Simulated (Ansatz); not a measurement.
Consider the ligand exchange at the Si–O bond: `[NH2][Al]([SH])[O][SiH3]` + `N=C(N)O` → `N/C(O)=N\[SiH3]` + `[NH2][Al]([OH])[SH]`.

Computed with Ansatz on PBE0-D4/def2-TZVP structures; ΔE is electronic, products minus reactants. CBS: MP2 limit from def2 TZ/QZ plus the TZ coupled-cluster correction, frozen cores. Functionals use def2-TZVPP. One conformer a species, not always the lowest.

CCSD(T)/CBS gives +46.9 kJ/mol.

**Question.** Another level gave +42.7 kJ/mol. Which?
A. HF/def2-TZVPP
B. r2SCAN-D4/def2-TZVPP
C. CCSD(T)/def2-TZVPP
D. PBE-D4/def2-TZVPP

**Answer.** B. r2SCAN-D4 42.7, CCSD(T)/def2-TZVPP 48.8, PBE-D4 35.8, HF/def2-TZVPP 60.0 kJ/mol.

Largest T1 diagnostic among the species: 0.013.

In def2-TZVPP, CCSD(T) changes the Hartree–Fock value by −11.3 kJ/mol (the triples alone add −2.5 kJ/mol) and MP2 by −14.9 kJ/mol. From PBE to PBE0 (25 % exact exchange), in def2-TZVPP and without D4, ΔE moves by +3.4 kJ/mol.

CCSD(T)/CBS has its own doubt, a few kJ/mol and more with outer-core shells, so smaller differences from it don't rank the levels.
